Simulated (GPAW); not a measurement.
# A GW chain in GPAW: CdBr2 (2H monolayer)

Aim: the G0W0 gap of CdBr2 (2H monolayer) on LDA, step by step.

Method: LDA and many-body steps on it, plane waves, in GPAW 26.7.0.

**1. Starting point**

The cell holds 3 atoms: 1 Cd and 2 Br. Cell: a = 3.761 Å, b = 3.761 Å, c = 14.400 Å, α = 90.0°, β = 90.0°, γ = 120.0°. Vacuum lies along c.

The structure was relaxed with LDA. The runs that relaxed it are not among those shown.

**2. Ground state**

This step: GPAW 26.7.0; DFT, LDA, plane waves, PAW.

The ground-state density comes first.

Contents of run.py:

```python
import json
import numpy as np
from gpaw.mpi import world
from ase import Atoms
from gpaw import GPAW, PW, FermiDirac

atoms = Atoms(['Cd', 'Br', 'Br'],
    cell=[[3.7614195474, 0.0000000000, 0.0000000000],
      [-1.8807097737, 3.2574848824, 0.0000000000],
      [0.0000000000, 0.0000000000, 14.4000000000]],
    scaled_positions=[[0.3333333333, 0.6666666667, 0.5000000000],
      [0.6666666667, 0.3333333333, 0.6184189095],
      [0.6666666667, 0.3333333333, 0.3815810905]],
    pbc=(True, True, False))
calc = GPAW(mode=PW(450),
    xc='LDA',
    kpts={'size': (9, 9, 1), 'gamma': True},
    occupations=FermiDirac(0.001),
    nbands=-7,
    convergence={'density': 1e-6, 'bands': -3},
    maxiter=100,
    txt='gs.txt')
atoms.calc = calc
res = {'energy': atoms.get_potential_energy()}
kpts = calc.get_ibz_k_points()
res['kpts'] = kpts
res['eigenvalues'] = [calc.get_eigenvalues(kpt=k) for k in range(len(kpts))]
res['n_electrons'] = calc.get_number_of_electrons()
calc.write('gs.gpw')

if world.rank == 0:
    with open('result.json', 'w') as f:
        json.dump(res, f, default=lambda x: x.tolist())
```

Started as:

```console
mpirun -n 8 gpaw python run.py
```

Log:

```text
__  _  _
 | _ |_)|_||  |
 |__||  | ||/\| - 26.7.0

Input parameters:
  mode=PW(ecut=450.000000),
  convergence={'density': 1e-06, 'bands': -3},
  kpts=MonkhorstPack(size=(9, 9, 1), gamma=True),
  maxiter=100,
  nbands=-7,
  occupations=Occupations(name='fermi-dirac', width=0.001, fixmagmom=False),
  xc=XC(name='LDA')
  [... matrices ...]
Diagonalizing LCAO Hamiltonian
Converting LCAO to pw mode

           Br

        Cd

           Br

Atoms  # Å, Bohr magnetons
|   | symbol |         x |        y |        z |    initial magnetic moments |
| 0 |     Cd | -0.000000 | 2.171657 | 7.200000 | ( 0.0000,  0.0000,  0.0000) |
| 1 |     Br |  1.880710 | 1.085828 | 8.905232 | ( 0.0000,  0.0000,  0.0000) |
| 2 |     Br |  1.880710 | 1.085828 | 5.494768 | ( 0.0000,  0.0000,  0.0000) |

Unit cell  # Å
| periodic |         x |        y |         z |   lengths |     angles |
|      yes |  3.761420 | 0.000000 |  0.000000 |  3.761420 |  90.000000 |
|      yes | -1.880710 | 3.257485 |  0.000000 |  3.761420 |  90.000000 |
|       no |  0.000000 | 0.000000 | 14.400000 | 14.400000 | 120.000000 |

Number of symmetries: 12
Symmetry operations  # r_c * U_cc + t_c -> r_c
|    | kind |            matrix            |
|  0 |  σ   |  1, 1, 0,  0,-1, 0,  0, 0, 1 |
|  1 |  C2  |  1, 1, 0,  0,-1, 0,  0, 0,-1 |
|  2 |  E   |  1, 0, 0,  0, 1, 0,  0, 0, 1 |
|  3 |  σ   |  1, 0, 0,  0, 1, 0,  0, 0,-1 |
|  4 |  C3  |  0, 1, 0, -1,-1, 0,  0, 0, 1 |
|  5 |  S3  |  0, 1, 0, -1,-1, 0,  0, 0,-1 |
|  6 |  σ   |  0,-1, 0, -1, 0, 0,  0, 0, 1 |
|  7 |  C2  |  0,-1, 0, -1, 0, 0,  0, 0,-1 |
|  8 |  σ   | -1, 0, 0,  1, 1, 0,  0, 0, 1 |
|  9 |  C2  | -1, 0, 0,  1, 1, 0,  0, 0,-1 |
| 10 |  C3  | -1,-1, 0,  1, 0, 0,  0, 0, 1 |
| 11 |  S3  | -1,-1, 0,  1, 0, 0,  0, 0,-1 |

BZ-sampling:
  Number of BZ points: 81
  Number of IBZ points: 12

  Monkhorst-Pack size: [9, 9, 1]
  Monkhorst-Pack shift: [0, 0, 0]

K-points  # in reciprocal-cell coordinates
|     |                                coordinates |     weight |
|   0 | (  0.00000000,   0.00000000,   0.00000000) | 0.01234568 |
|   1 | (  0.11111111,   0.00000000,   0.00000000) | 0.07407407 |
|   2 | (  0.22222222,  -0.11111111,   0.00000000) | 0.07407407 |
|   3 | (  0.22222222,   0.00000000,   0.00000000) | 0.07407407 |
|   4 | (  0.33333333,  -0.11111111,   0.00000000) | 0.14814815 |
|   5 | (  0.33333333,   0.00000000,   0.00000000) | 0.07407407 |
|   6 | (  0.33333333,   0.33333333,   0.00000000) | 0.02469136 |
|   7 | (  0.44444444,  -0.22222222,   0.00000000) | 0.07407407 |
|   8 | (  0.44444444,  -0.11111111,   0.00000000) | 0.14814815 |
|   9 | (  0.44444444,   0.00000000,   0.00000000) | 0.07407407 |
| ... |                                            |            |
|  11 | (  0.44444444,   0.44444444,   0.00000000) | 0.07407407 |

Plane wave coefficients: 3853
Cutoff: 450.000000 eV

Spin-components: 1 (collinear spins)
Bands:           20
Projectors:      16
Spin-degeneracy: 2
Datatype:        complex128

  Storage: CPU
  Wave functions: 14_795_520 bytes (1_849_440 per core)
  Projectors: 17_014_848 bytes (2_126_856 per core)
  [... matrices ...]
Parallelization:
  kpt:    4
  domain: 2
  band:   1

Density:
  Valence electrons: 26.0
  Components: 1
  Grid points: [20 20 72]
  Charge: 0.0  # |e|

Potential:
  Grid points: [20 20 72]

species:
  Cd:
    name:    Cadmium
    Z:       48.0
    valence: 12
    core:    36
    charge:  0.0  # [|e|]
    compensation charges:
      type: gauss
      rc: 0.38  # [Å]
      lmax: 2
    cutoffs:
      filter: 2.12  # [Å]
      core: 2.62  # [Å]
    projectors
    | kind |    occ | energy [eV] | rcut [Å] |
    |   5s |  2.000 |      -5.950 |    1.191 |
    |   5p |  0.000 |      -1.328 |    1.228 |
    |   4d | 10.000 |     -11.904 |    1.164 |
    |    s |        |      21.261 |    1.191 |
    |    p |        |      25.883 |    1.228 |
    |    d |        |      15.307 |    1.164 |

    Using partial waves for Cd as LCAO basis

  Br:
    name:    Bromine
    Z:       35.0
    valence: 7
    core:    28
    charge:  0.0  # [|e|]
    compensation charges:
      type: gauss
      rc: 0.35  # [Å]
      lmax: 2
    cutoffs:
      filter: 1.98  # [Å]
      core: 2.38  # [Å]
    projectors
    | kind |    occ | energy [eV] | rcut [Å] |
    |   4s |  2.000 |     -20.306 |    1.111 |
    |   4p |  5.000 |      -8.003 |    1.111 |
    |    s |        |       6.906 |    1.111 |
    |    p |        |      19.208 |    1.111 |
    |    d |        |       0.000 |    1.111 |

    Using partial waves for Br as LCAO basis

Reference energy: -293661.055429  # eV

eigensolver:
  PPCG
  Converge bands: -3
  niter=2

density mixing:
  MSR1-Mixer
  Pratt-step length: 0.05
  Maximum mixing coefficient: 0.75
  Old densities: 10
  SVD Regularization: 0.005
  Good broyden scale: 1.0
  Trust region scale: 1.0
  Backstep threshold: 4.0
  History deletion threshold: 6.0
  Fourier metric: weight=20.0, sigma=0.015

occupation numbers:
  Fermi-Dirac:
    width: 0.0010  # eV

poisson solver:
  ecut: 3600.000000  # eV

xc functional:
  name: None

Initialization done in: 0.968 s

convergence criteria:
- Maximum integral of absolute [dens]ity change: 1e-06 electrons / valence electron
- Maximum [total energy] change in last 3 cyles: 0.0005 eV / valence electron
- Maximum integral of absolute [eigenst]ate change: 4e-08 eV^2 / valence electron
maximum number of iterations: 100

SCF iterations
|iter     |     time |      energy | eigst |  dens |
|iter:   1|  |   -8.473218 | +0.68 |       |
|iter:   2|  |   -8.348698 | -0.23 | -1.28 |
|iter:   3|  |   -7.966121 | -1.00 | -1.33 |
|iter:   4|  |   -7.956787 | -2.60 | -1.82 |
|iter:   5|  |   -7.955472c| -3.28 | -2.32 |
|iter:   6|  |   -7.955440c| -4.73 | -2.92 |
|iter:   7|  |   -7.955439c| -5.71 | -3.63 |
|iter:   8|  |   -7.955439c| -6.74 | -4.03 |
|iter:   9|  |   -7.955439c| -7.43c| -4.65 |
|iter:  10|  |   -7.955439c| -7.86c| -5.50 |
|iter:  11|  |   -7.955439c| -8.35c| -6.27c|

Converged in 11 steps
SCF loop duration: 2.356 s (0.214 s/step)
Energy contributions relative to reference atoms: (reference = -293661.055429)
  [... matrices ...]
Energy contributions:
  Kinetic:          23.340744
  Coulomb:         -20.526338
  Zero:             -0.012810
  External:          0.000000
  Xc:              -10.757034
  Entropy:          -0.000000
  Spinorbit:         0.000000
  ----------------------------
  Free energy:      -7.955439
  Extrapolated:     -7.955439

dipole moment: (1.168587, -0.674701, -0.000056)  # |e|*Ang

Fermi level: -1.291
Eigenvalues  # (at kpt = [0.000, 0.000, 0.000])
| band index |      eig [eV] | occ [0-2] |
|          0 |       -17.055 |     2.000 |
|        ... |               |           |
|          5 |        -9.892 |     2.000 |
|          6 |        -9.892 |     2.000 |
|          7 |        -6.836 |     2.000 |
|          8 |        -4.084 |     2.000 |
|          9 |        -3.132 |     2.000 |
|         10 |        -3.132 |     2.000 |
|         11 |        -2.868 |     2.000 |
|         12 |        -2.868 |     2.000 |
|         13 |        -0.301 |     0.000 |
|         14 |         2.725 |     0.000 |
|         15 |         3.768 |     0.000 |
|         16 |         4.610 |     0.000 |
|         17 |         5.603 |     0.000 |
|         18 |         5.603 |     0.000 |
|         19 |         5.886 |     0.000 |

Gap: 2.567 eV
Transition (v -> c):
  (s=0, k=0, n=12, [0.00, 0.00, 0.00]) -> (s=0, k=0, n=13, [0.00, 0.00, 0.00])
No difference between direct/indirect transitions
vacuum-level: 4.290  # V
# Writing to gs.gpw (mode='')
  [... matrices ...]
```

Wall time 5.4 s (8 MPI ranks of Arm Neoverse V1, shared host); peak memory 1.3 GiB; 40 s of CPU time.

Numbers from this step:

| Item | Value |
| --- | --- |
| total energy | -7.955 eV |
| gap | 2.567 eV |
| k of the valence top | 0, 0, 0 |
| k of the conduction bottom | 0, 0, 0 |
| least direct gap | 2.567 eV |

The gap is direct, at Γ.

**3. Empty states on the mesh, 9×9×1 mesh, 296 bands**

The sums over transitions need many empty states on a uniform mesh; this step solves for them.

Contents of run.py:

```python
import json
import numpy as np
from gpaw.mpi import world
from gpaw import GPAW

calc = GPAW('gs.gpw').fixed_density(kpts={'size': (9, 9, 1), 'gamma': True},
    parallel={'domain': 1, 'band': 1},
    txt='nscf.txt')
calc.diagonalize_full_hamiltonian(nbands=296)
calc.write('full.gpw', mode='all')
res = {}
kpts = calc.get_ibz_k_points()
res['kpts'] = kpts
res['eigenvalues'] = [calc.get_eigenvalues(kpt=k) for k in range(len(kpts))]
res['n_electrons'] = calc.get_number_of_electrons()

if world.rank == 0:
    with open('result.json', 'w') as f:
        json.dump(res, f, default=lambda x: x.tolist())
```

Started as:

```console
mpirun -n 8 gpaw python run.py
```

Log:

```text
Diagonalizing LCAO Hamiltonian
Converting LCAO to pw mode
convergence criteria:
- Maximum integral of absolute [eigenst]ate change: 4e-08 eV^2 / valence electron
maximum number of iterations: 100

SCF iterations
|iter     |     time |      energy | eigst |  dens |
|iter:   1|  |             | +0.62 |       |
|iter:   2|  |             | -0.28 |       |
|iter:   3|  |             | -0.75 |       |
[...]
|iter:  10|  |             | -6.31 |       |
|iter:  11|  |             | -6.81 |       |
|iter:  12|  |             | -7.49c|       |
SCF steps: 12
  __  _  _
 | _ |_)|_||  |
 |__||  | ||/\| - 26.7.0

Input parameters:
  mode=PW(ecut=450.000000),
  convergence={'density': 1e-06, 'bands': -3},
  gpts=array([20, 20, 72]),
  kpts=MonkhorstPack(size=(9, 9, 1), gamma=True),
  maxiter=100,
  nbands=20,
  occupations=Occupations(name='fermi-dirac', width=0.001, fixmagmom=False),
  parallel={'domain': 1, 'band': 1},
  xc=XC(name='LDA')
Matrix size: 3853x3853
# Writing to full.gpw (mode='all')
  [... matrices ...]

timing:  # [seconds]
  Total: 111.263  # ━━━━━━━━━━━━━━━━━━━━━━━━━━━━━━━━━━━━━━━━━━━━━━━━━━━━━━━━━
```

The job ended after 2 min (8 MPI ranks; peak memory 8.8 GiB; 15 min of CPU time).

Read from the output:

- gap: 2.567 eV
- k of the valence top: 0, 0, 0
- k of the conduction bottom: 0, 0, 0
- least direct gap: 2.567 eV
- k points computed: 12
- lowest point of the top converged band, above the valence top: 78.1621 eV

On this mesh the gap is 2.567 eV.

**4. Screening and self-energy, 9×9×1 mesh, 133 bands, screening to 48 eV**

G0W0 replaces the xc potential by the self-energy, built once from these orbitals. Only a window of levels is corrected, while the sums run over the empty bands that the input names.

This step: G0W0 on LDA, plane waves, PAW.

Contents of run.py:

```python
import json
import numpy as np
from gpaw.mpi import world
from gpaw.response.g0w0 import G0W0

gw = G0W0('full.gpw',
    filename='gw',
    kpts=[0],
    bands=(11, 15),
    ecut=48,
    nbands=133,
    truncation='2D',
    integrate_gamma='sphere',
    q0_correction=True,
    frequencies={'type': 'nonlinear', 'domega0': 0.15, 'omega2': 15.0},
    eta=0.1,
    nblocksmax=True)
gw.calculate()
res = {mode: {k: v for k, v in r.items() if k != 'sigma_eskwn'}
       for mode, r in gw.all_results.items()}

if world.rank == 0:
    with open('result.json', 'w') as f:
        json.dump(res, f, default=lambda x: x.tolist())
```

Started as:

```console
mpirun -n 8 gpaw python run.py
```

Log:

```text
Using integrator: PointIntegrator
NonLinearFrequencyDescriptor(from 0.000 to 63.793 eV, 155 points)
Nonperiodic BCs:  [False False  True]
Using integrator: PointIntegrator
NonLinearFrequencyDescriptor(from 0.000 to 63.793 eV, 155 points)
Nonperiodic BCs:  [False False  True]
Applying analytical 2D correction to W:
    Evaluating Gamma point contribution to W on a 17x17x1 grid
  ___  _ _ _
 |   || | | |
 | | || | | |
 |__ ||_____|
 |___|

BZ k-points: Symmetries present (total): 12

  [... matrices ...]
81 k-points: 9 x 9 x 1 Monkhorst-Pack grid
12 k-points in the irreducible part of the Brillouin zone
       k-points in crystal coordinates                weights
   0:     0.00000000    0.00000000    0.00000000          1/81
   1:     0.11111111    0.00000000    0.00000000          6/81
   2:     0.22222222   -0.11111111    0.00000000          6/81
   3:     0.22222222    0.00000000    0.00000000          6/81
   4:     0.33333333   -0.11111111    0.00000000         12/81
   5:     0.33333333    0.00000000    0.00000000          6/81
   6:     0.33333333    0.33333333    0.00000000          2/81
   7:     0.44444444   -0.22222222    0.00000000          6/81
   8:     0.44444444   -0.11111111    0.00000000         12/81
   9:     0.44444444    0.00000000    0.00000000          6/81
          ...
  11:     0.44444444    0.44444444    0.00000000          6/81

Distributing spins, k-points and bands (1 x 1 x 4) over 1 process
Number of blocks: 8

Quasi particle states:
k-points (IBZ indices): [0]
Band range: (11, 15)
  [... matrices ...]
Computational parameters:
Plane wave cut-off: 48 eV
Number of bands: 133
Coulomb cutoff: 2D
Broadening: 0.1 eV

fxc modes: GW
Kernel: RPA
Using full-frequency real axis integration
Summing all q:

Calculating screened Coulomb potential
2D Coulomb truncation
NonLinearFrequencyDescriptor(from 0.000 to 63.793 eV, 155 points)
Removing empty qpoint cache files...

Calculating chi0 body with:
    Ground state adapter containing:
    Number of spins: 1
    Number of kpoints: 81
    Number of irreducible kpoints: 12
    Number of completely occupied states: 13
    Number of partially occupied states: 13
    Occupied states memory: 5.712890625 M / cpu

    Linear response parametrization:
    q_c: [0.0, 0.0, 0.0]
    Number of frequency points: 155
    Planewave cutoff: 48.0
    Number of bands: 133
    Number of planewaves: 125
    Broadening (eta): 0.1
    comm.size: 8
    kncomm.size: 1
    blockcomm.size: 8

    Memory estimate of potentially large arrays:
        chi0_wGG: 4.619360 M / cpu
Integrating chi0 body.

Symmetries of q_c:
    Direct symmetries (Uq -> q): 12
    Indirect symmetries (TUq -> q): 12
In total 24 allowed symmetries.

  [... matrices ...]
12 groups of equivalent kpoints. 85.185185% reduction.

Integral kind: spectral function
Integrating chi0 head and wings.

Symmetries of q_c:
    Direct symmetries (Uq -> q): 12
    Indirect symmetries (TUq -> q): 12
In total 24 allowed symmetries.

  [... matrices ...]
12 groups of equivalent kpoints. 85.185185% reduction.

Integral kind: spectral function wings

Calculating chi0 body with:
    Ground state adapter containing:
    Number of spins: 1
    Number of kpoints: 81
    Number of irreducible kpoints: 12
    Number of completely occupied states: 13
    Number of partially occupied states: 13
    Occupied states memory: 5.712890625 M / cpu

[... the further q-points ...]

Results:
f:      Occupation numbers
eps:     KS-eigenvalues [eV]
vxc:     KS vxc [eV]
exx:     Exact exchange [eV]
sigma:   Self-energies [eV]
dsigma:  Self-energy derivatives
Z:       Renormalization factors
qp:      QP-energies [eV]

k-point 0 (0): (0.000, 0.000, 0.000)                GW
band       f     eps     vxc     exx   sigma  dsigma       Z      qp
                                                                   GW
  11   1.000  -2.868 -17.565 -20.632   2.162  -0.272   0.786  -3.580
  12   1.000  -2.868 -17.565 -20.632   2.162  -0.272   0.786  -3.580
  13   0.000  -0.301 -13.721  -9.536  -2.305  -0.215   0.823   1.246
  14   0.000   2.725 -10.264  -5.835  -2.794  -0.211   0.826   4.075
```

Elapsed: 97 s, on 8 MPI ranks; peak memory 3.4 GiB.

Numbers from this step:

```
G0W0 gap on the mesh                         : 4.826 eV
least direct G0W0 gap on the computed points : 4.826 eV
Z at the valence top                         : 0.7861
Z at the conduction bottom                   : 0.8231
starting gap on the mesh                     : 2.567 eV
k of the valence top                         : 0, 0, 0
k of the conduction bottom                   : 0, 0, 0
```

The gap on the mesh goes from 2.57 eV to 4.83 eV, a correction of +2.26 eV.

Limits: finite bands, cutoff and mesh; no spin-orbit coupling. v1 is the top filled band, c1 the lowest empty one. Levels before and after the correction, in eV, zero at the valence-band top of each column:

```csv
,conduction bottom,valence top
Kohn-Sham,2.57,0.00
G0W0,4.83,0.00
```

```csv
,level,energy (eV)
Kohn-Sham,Γ v2-v1,0.000
Kohn-Sham,Γ c1,2.567
Kohn-Sham,Γ c2,5.593
G0W0,Γ v2-v1,0.000
G0W0,Γ c1,4.826
G0W0,Γ c2,7.655
```

**5. Where the time went**

Times are wall times on 8 MPI ranks of Arm Neoverse V1, shared host, good to a factor of about two.

```csv
step,time,share,memory (GiB)
ground state,5.4 s,2 %,1.3
empty states on the mesh,2 min,54 %,8.8
screening and self-energy,97 s,44 %,3.4
```

**6. Results**

```yaml
lda_gap: 2.57 eV, direct
g0w0_gap_on_the_mesh: 4.83 eV
gw_settings: 9×9×1 mesh, 133 bands, screening to 48 eV, full frequency, Hilbert transform
known_limits: short of the basis limit; no spin-orbit coupling
```

In words: G0W0 moves the gap on the mesh from 2.57 eV to 4.83 eV (+2.26 eV), with Z of 0.79 and 0.82 at the edges. Bands and cutoff are finite, so the gap stands short of the basis limit, usually by up to a few tenths of an eV; the mesh is an error of its own. In this program the long-wavelength screening can come out low in d oxides and layered crystals. The many-body steps are scalar-relativistic: spin-orbit coupling is not in them.

[Long decimals in the printed logs are rounded to 6 places.]

[Logs are printed without paths, hosts, clocks, repeated set-up lines and the standing remarks that a program may print on its own settings, such as how far it seeks lower states.]

[Paths, hosts, dates, memory and timing lines, banners, echoed tables and standing remarks are left out of the program output; an Ansatz launch command may be rebuilt from the run's recorded settings. Measured values are a selection of at most five: reports struck by readers or far from the other reports are left out. None is set beside runs whose start may be inverted or whose files or cutoffs have a known fault.]

[Runs of the session that timed out or met a known fault of the program may be left out.]

[Hosts, paths, dates, database ids (printed as entryN), source tags and the programs' standing remarks are cut or masked in the printed files.]

[Where the starting crystal was built by hand or by swapping elements, it need not be the compound's stable phase.]
